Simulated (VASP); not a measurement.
# ZnAu (Pm-3m) in VASP: a series of runs

One crystal, ZnAu, is run at these levels: PBE; tasks: single point.

Program: VASP 6.6.1. These are calculated values, not measurements. Logs are shortened: lines on timing, memory, paths and dates and some standing lists are left out, and cuts for length are marked.

## 1. The crystal as given

It takes space group Pm-3m (No. 221, cubic). Conventional cell: a = 3.147 Å, b = 3.147 Å, c = 3.147 Å, α = 90.00°, β = 90.00°, γ = 90.00°. Zn (site symmetry m-3m) is surrounded by 8 Au at 2.73 Å. Around Au (site symmetry m-3m) lie 8 Zn at 2.73 Å.

## 2. Single point, PBE

Input file INCAR:

```
SYSTEM = ZnAu
  ALGO = Normal
  EDIFF = 1E-6
  ENCUT = 520
  GGA = PE
  ISIF = 2
  ISMEAR = 0
  LASPH = .True.
  LCHARG = .False.
  LREAL = .False.
  LWAVE = .False.
  NBANDS = 18
  NELM = 100
  PREC = Accurate
  SIGMA = 0.2
```

Input file KPOINTS:

```
k-points
0
Gamma
  13 13 13
  0 0 0
```

Input file POSCAR:

```
ZnAu
1.0
    3.1470000000      0.0000000000      0.0000000000
    0.0000000000      3.1470000000      0.0000000000
    0.0000000000      0.0000000000      3.1470000000
Zn Au
1 1
Direct
    0.5000000000      0.5000000000      0.5000000000
    0.0000000000      0.0000000000      0.0000000000
```

Potentials or basis: VASP PAW PBE potentials, release 64 (Zn, Au).

Started as:

```sh
> cat potpaw_PBE.64/Zn/POTCAR potpaw_PBE.64/Au/POTCAR > POTCAR
> mpirun -np 1 vasp_std > vasp.out
```

OUTCAR:

```text
SYSTEM = ZnAu
   EDIFF = 1E-6
   ENCUT = 520
   GGA = PE
   ISIF = 2
   ISMEAR = 0
   LASPH = .True.
   LREAL = .False.
   NELM = 100
   PREC = Accurate

 ion  position               nearest neighbor table
   1  0.500  0.500  0.500-   2 2.73   2 2.73   2 2.73   2 2.73   2 2.73   2 2.73   2 2.73   2 2.73

   2  0.000  0.000  0.000-   1 2.73   1 2.73   1 2.73   1 2.73   1 2.73   1 2.73   1 2.73   1 2.73

  LATTYP: Found a simple cubic cell.
 ALAT       =     3.1470000000

  Lattice vectors:

 A1 = (   3.1470000000,   0.0000000000,   0.0000000000)
 A2 = (   0.0000000000,   3.1470000000,   0.0000000000)
 A3 = (   0.0000000000,   0.0000000000,   3.1470000000)

Analysis of symmetry for initial positions (statically):
=====================================================================
 Subroutine PRICEL returns:
 Original cell was already a primitive cell.

 Routine SETGRP: Setting up the symmetry group for a
 simple cubic supercell.

 Subroutine GETGRP returns: Found 48 space group operations
 (whereof 48 operations were pure point group operations)
 out of a pool of 48 trial point group operations.

The static configuration has the point symmetry O_h .

Analysis of symmetry for dynamics (positions and initial velocities):
=====================================================================
 Subroutine PRICEL returns:
 Original cell was already a primitive cell.

 Routine SETGRP: Setting up the symmetry group for a
 simple cubic supercell.

 Subroutine GETGRP returns: Found 48 space group operations
 (whereof 48 operations were pure point group operations)
 out of a pool of 48 trial point group operations.

The dynamic configuration has the point symmetry O_h .

 Subroutine INISYM returns: Found 48 space group operations
 (whereof 48 operations are pure point group operations),
 and found     1 'primitive' translations

----------------------------------------------------------------------------------------

                                     Primitive cell

  volume of cell :      31.1667

  direct lattice vectors                    reciprocal lattice vectors
     3.147000000  0.000000000  0.000000000     0.317762949  0.000000000  0.000000000
     0.000000000  3.147000000  0.000000000     0.000000000  0.317762949  0.000000000
     0.000000000  0.000000000  3.147000000     0.000000000  0.000000000  0.317762949

  length of vectors
     3.147000000  3.147000000  3.147000000     0.317762949  0.317762949  0.317762949

  position of ions in fractional coordinates (direct lattice)
     0.500000000  0.500000000  0.500000000
     0.000000000  0.000000000  0.000000000

  ion indices of the primitive-cell ions
   primitive index   ion index
                 1           1
                 2           2

----------------------------------------------------------------------------------------

 KPOINTS: k-points

Automatic generation of k-mesh.
 Grid dimensions read from file:
 generate k-points for:   13   13   13

 Generating k-lattice:

  Cartesian coordinates                     Fractional coordinates (reciprocal lattice)
     0.024443304  0.000000000  0.000000000     0.076923077  0.000000000  0.000000000
     0.000000000  0.024443304  0.000000000     0.000000000  0.076923077  0.000000000
     0.000000000  0.000000000  0.024443304     0.000000000  0.000000000  0.076923077

  Length of vectors
     0.024443304  0.024443304  0.024443304

  Shift w.r.t. Gamma in fractional coordinates (k-lattice)
     0.000000000  0.000000000  0.000000000

 Subroutine IBZKPT returns following result:
 ===========================================

 Found     84 irreducible k-points:

 Following reciprocal coordinates:
            Coordinates               Weight
  0.000000  0.000000  0.000000      1.000000
  0.076923  0.000000  0.000000      6.000000
  0.153846  0.000000  0.000000      6.000000
  0.230769  0.000000  0.000000      6.000000
  0.307692  0.000000  0.000000      6.000000
  0.384615  0.000000  0.000000      6.000000
[... 16 lines left out ...]
  0.307692  0.307692  0.000000     12.000000
  0.384615  0.307692  0.000000     24.000000
 [... further k-points ...]
   k-points           NKPTS =     84   k-points in BZ     NKDIM =     84   number of bands    NBANDS=     18
   number of dos      NEDOS =    301   number of ions     NIONS =      2
   total plane-waves  NPLWV =  13824
   dimension x,y,z NGX =    24 NGY =   24 NGZ =   24
   dimension x,y,z NGXF=    48 NGYF=   48 NGZF=   48
   ions per type =               1   1
   NGX,Y,Z   is equivalent  to a cutoff of  12.68, 12.68, 12.68 a.u.
   NGXF,Y,Z  is equivalent  to a cutoff of  25.36, 25.36, 25.36 a.u.
 SYSTEM =  ZnAu
   PREC   = accura    normal or accurate (medium, high low for compatibility)
   ISTART =      0    job   : 0-new  1-cont  2-samecut
   ICHARG =      2    charge: 1-file 2-atom 10-const
   ISPIN  =      1    spin polarized calculation?
   LNONCOLLINEAR =      F non collinear calculations
   LSORBIT =      F    spin-orbit coupling
   LASPH  =      T    aspherical Exc in radial PAW
   ENCUT  =  520.0 eV  38.22 Ry    6.18 a.u.   5.85  5.85  5.85*2*pi/ulx,y,z
   NELM   =    100;   NELMIN=  2; NELMDL= -5     # of ELM steps
   EDIFF  = 0.1E-05   stopping-criterion for ELM
   LREAL  =      F    real-space projection
   EDIFFG = 0.1E-04   stopping-criterion for IOM
   NSW    =      0    number of steps for IOM
   IBRION =     -1    ionic relax: 0-MD 1-quasi-New 2-CG
   NFREE  =      0    steps in history (QN), initial steepest desc. (CG)
   ISIF   =      2    stress and relaxation
   ISYM   =      2    0-nonsym 1-usesym 2-fastsym
   POTIM  = 0.5000    time-step for ionic-motion
   TEBEG  =    0.0;   TEEND  =   0.0 temperature during run
   PSTRESS=    0.0 pullay stress
   NELECT =      23.0000    total number of electrons
   NUPDOWN=      -1.0000    fix difference up-down
   EMIN   =  10.00;   EMAX   =-10.00  energy-range for DOS
   EFERMI =   0.00;   METHOD = LEGACY
   ISMEAR =     0;   SIGMA  =   0.20  broadening in eV -4-tet -1-fermi 0-gaus
   EFERMI_NEDOS =   21; number of points for ismear=-14 and -15
   IALGO  =     38    algorithm
   IMIX   =      4    mixing-type and parameters
     AMIX     =   0.40;   BMIX     =  1.00
     AMIX_MAG =   1.60;   BMIX_MAG =  1.00
  volume/ion in A,a.u.               =      15.58       105.16
  Fermi-wavevector in a.u.,A,eV,Ry     =   1.479406  2.795672 29.778283  2.188642
  Thomas-Fermi vector in A             =   2.593568
   LORBIT       =      0    0 simple, 1 ext, 2 COOP (PROOUT), +10 PAW based schemes
   GGA     = PE    functional components
   LHFCALC =     F    Hartree Fock is set to
   AEXX    =    0.0000 exact exchange contribution
   IVDW    =     0    specifies the selected vdW correction
   LEPSILON=     F    determine dielectric tensor
   LRPA    =     F    only Hartree local field effects (RPA)
 non-spin polarized calculation
 Gauss-broadening in eV      SIGMA  =   0.20
  energy-cutoff  :      520.00
  volume of cell :       31.17
 maximum number of plane-waves:       864
 NGX is ok and might be reduce to    24
   NGX = 11   NGY = 11   NGZ = 11

 number of electron      23.0000000 magnetization

 Free energy of the ion-electron system (eV)
  ---------------------------------------------------
  ext. energy  EPLUGINS =         0.00000000
  ---------------------------------------------------
  free energy    TOTEN  =        -4.73580492 eV

  energy without entropy =       -4.72384613  energy(sigma->0) =       -4.72982553

 E-fermi :   7.1368     XC(G=0): -12.3783

 val. band max:        7.1060575275   @ k =   0.4615   0.3846   0.2308
 cond. band min:       7.1670608862   @ k =   0.4615   0.3077   0.3077
 fundamental gap:      0.0610033587
 Fermi energy:         7.1367982126

 k-point     1 :       0.0000    0.0000    0.0000
  band No.  band energies     occupation
      1      -3.5228      2.00000
      2      -1.0323      2.00000
      3      -1.0323      2.00000
      4      -0.3411      2.00000
      5      -0.3411      2.00000
      6      -0.3411      2.00000
[... 10 lines left out ...]
     17      19.2282      0.00000
     18      25.4018      0.00000

 k-point     2 :       0.0769    0.0000    0.0000
  band No.  band energies     occupation
      1      -3.4175      2.00000
      2      -1.0092      2.00000
      3      -1.0009      2.00000
      4      -0.3423      2.00000
      5      -0.3423      2.00000
      6      -0.3323      2.00000
[... 10 lines left out ...]
     17      19.7151      0.00000
     18      25.2965      0.00000

 k-point     3 :       0.1538    0.0000    0.0000
  band No.  band energies     occupation
      1      -3.1070      2.00000
      2      -0.9434      2.00000
      3      -0.9147      2.00000
      4      -0.3453      2.00000
      5      -0.3453      2.00000
      6      -0.3078      2.00000
[... 10 lines left out ...]
     17      21.2304      0.00000
     18      25.0717      0.00000

 k-point     4 :       0.2308    0.0000    0.0000
  band No.  band energies     occupation
      1      -2.6089      2.00000
      2      -0.8449      2.00000
      3      -0.7949      2.00000
      4      -0.3481      2.00000
      5      -0.3481      2.00000
      6      -0.2727      2.00000
[... 375 lines left out ...]
      4      -0.4176      2.00000
      5      -0.3299      2.00000
      6       0.7009      2.00000
[... 10 lines left out ...]
     17      19.9005      0.00000
     18      21.3527      0.00000

 k-point    23 :       0.3077    0.3077    0.0000
  band No.  band energies     occupation
      1      -1.2703      2.00000
      2      -0.8131      2.00000
      3      -0.5602      2.00000
      4      -0.3780      2.00000
      5      -0.3258      2.00000
      6       0.1938      2.00000
[... 10 lines left out ...]
     17      21.4800      0.00000
     18      21.8577      0.00000

 k-point    24 :       0.3846    0.3077    0.0000
  band No.  band energies     occupation
      1      -1.1612      2.00000
      2      -0.8853      2.00000
      3      -0.5845      2.00000
      4      -0.4585      2.00000
      5      -0.2328      2.00000
      6       0.5176      2.00000
[... 10 lines left out ...]
     17      20.9664      0.00000
     18      21.2477      0.00000

 [... further k-points ...]

------------------------ aborting loop because EDIFF is reached ----------------------------------------

  FORCE on cell =-STRESS in cart. coord.  units (eV):
  Direction    XX          YY          ZZ          XY          YZ          ZX
  --------------------------------------------------------------------------------------
  -------------------------------------------------------------------------------------
  Total        0.9797724      0.9797724      0.9797724      0.0000000     -0.0000000      0.0000000
  in kB       50.3669371     50.3669371     50.3669371      0.0000000     -0.0000000      0.0000000
  external PRESSURE =      50.3669371 kB  Pullay stress =       0.0000000 kB

 VOLUME and BASIS-vectors are now :
 -----------------------------------------------------------------------------
  energy-cutoff  :      520.00
  volume of cell :       31.17
      direct lattice vectors                 reciprocal lattice vectors
     3.147000000  0.000000000  0.000000000     0.317762949  0.000000000  0.000000000
     0.000000000  3.147000000  0.000000000     0.000000000  0.317762949  0.000000000
     0.000000000  0.000000000  3.147000000     0.000000000  0.000000000  0.317762949

 POSITION                                       TOTAL-FORCE (eV/Angst)
 -----------------------------------------------------------------------------------
      1.57350      1.57350      1.57350         0.000000      0.000000      0.000000
      0.00000      0.00000      0.00000         0.000000      0.000000      0.000000
 -----------------------------------------------------------------------------------
    total drift:                                0.000000      0.000000     -0.000000

  FREE ENERGIE OF THE ION-ELECTRON SYSTEM (eV)
  ---------------------------------------------------
  free  energy   TOTEN  =        -4.7358049215 eV

  energy  without entropy=       -4.7238461316  energy(sigma->0) =       -4.72982553
```

Run time: 18 s. Hardware: 1 thread of AMD EPYC 9R45 (Zen 5), shared host; peak memory 0.15 GiB.

What came out:

- Free energy: -4.7358 eV
- Pressure: 5.0 GPa
- Band gap on the k mesh: none (metal or under the smearing width)

The run has no spin-orbit coupling, so splittings on Au are missing.

## 3. Single point, PBE

Input file INCAR:

```
PREC = Accurate ; ENCUT = 520
EDIFF = 1E-6 ; ISMEAR = 0
SIGMA = 0.05 ; LREAL = F
LASPH = T ; NELM = 100
ALGO = Fast ; ISIF = 2
LWAVE = F ; LCHARG = F
GGA = PE ; NBANDS = 18
```

Input file KPOINTS:

```
regular mesh
0
Gamma
  13 13 13
```

POSCAR is that of step 2.

Potentials or basis: VASP PAW PBE potentials, release 64 (Zn, Au).

Started as:

```sh
> cat potpaw_PBE.64/Zn/POTCAR potpaw_PBE.64/Au/POTCAR > POTCAR
> mpirun -np 1 vasp_std > vasp.out
```

Run time: 22 s. Hardware: 1 thread of AMD EPYC 9R45 (Zen 5), shared host; peak memory 0.15 GiB.

Results (log left out):

- Free energy: -4.7285 eV
- Pressure: 4.9 GPa
- Band gap on the k mesh: none (metal or under the smearing width)

Levels at points of the mesh, in eV from the Fermi level:
```tsv
k point	band 8	band 9	band 10	band 11	band 12	band 13	band 14	band 15
(0.00, 0.00, 0.00)	-5.50	-3.82	-3.82	-3.82	4.93	4.93	4.93	8.79
```

Spin-orbit coupling is left out, which matters for the levels of Au.
